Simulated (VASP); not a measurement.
Zn under changes of volume

One of the cells (15.473 Å³/atom); the others are scaled copies at fixed shape and fractional positions:

```
Zn
1.0
     0.00000    1.97779    1.97779
     1.97779    0.00000    1.97779
     1.97779    1.97779    0.00000
Zn
1
Direct
  0.00000 0.00000 0.00000
```

This isn't the form of Zn at room conditions, which is hcp.

- Program: VASP 6.6.1
- Functional: PBE
- Potentials or basis: VASP PAW PBE potentials, release 64 (Zn)
- Cutoff: 520 eV
- k mesh: 12 × 12 × 12
- Occupations: fermi-dirac, width 0.05 eV
- Spin: no spin polarisation

```csv
volume (Å³/atom),energy over the lowest point (meV/atom),pressure (GPa)
14.259,12.71,5.1
14.563,?,?
14.866,0.47,1.6
15.473,0.00,-1.1
15.776,3.34,-2.3
16.080,8.67,-3.2
```

Question: What does the run at 14.563 Å³/atom give?

Answer: Energy over the lowest point 4.95 meV/atom; pressure 3.2 GPa.

Worked out: A Birch-Murnaghan fit of order 3 (a polynomial in V^(-2/3)) to the other rows has its minimum at 15.19 Å³/atom with B0 = V·E''(V) = 68 GPa and B' = 5.4. It gives 4.91 meV/atom at 14.563 Å³/atom, against the run's 4.95, and -dE/dV = 3.2 GPa, against 3.2.

Energies are extrapolated to zero smearing.
